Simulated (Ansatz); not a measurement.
System: wurtzite BeO. Method: dielectric-dependent PBE hybrid (PAW; Ansatz, an electronic-structure program).

Settings: plane-wave cutoff 460 eV, 12×12×6 k mesh (along the axes of the cell as run), Fermi–Dirac smearing 0.01 eV, scalar-relativistic PAW data made under PBE.

The cell has the measured lattice parameters. Conventional cell: a = 2.6980 Å, b = 2.6980 Å, c = 4.3800 Å, α = 90.00°, β = 90.00°, γ = 120.00°.

```xyz
4
Lattice="-1.3490 -2.3365 0.0000 -1.3490 2.3365 0.0000 0.0000 0.0000 4.3800" Properties=species:S:1:pos:R:3 pbc="T T T"
Be    -1.3490    -0.7788     2.1900
Be    -1.3490     0.7788     0.0000
O     -1.3490    -0.7788     3.8456
O     -1.3490     0.7788     1.6556
```

Question: List the 10 lowest band energies at Γ above −25 eV (eV, relative to the valence band maximum), grouping those that round alike.

Answer: At Γ: -20.84, -18.89, -6.86, -1.13 (×2), -0.06 (×2), 0.00, 11.02, 15.26.

Note: the run warned that its exchange threshold was loose for the stress; cell and atoms aren't relaxed at this level (pressure -4.8 GPa).
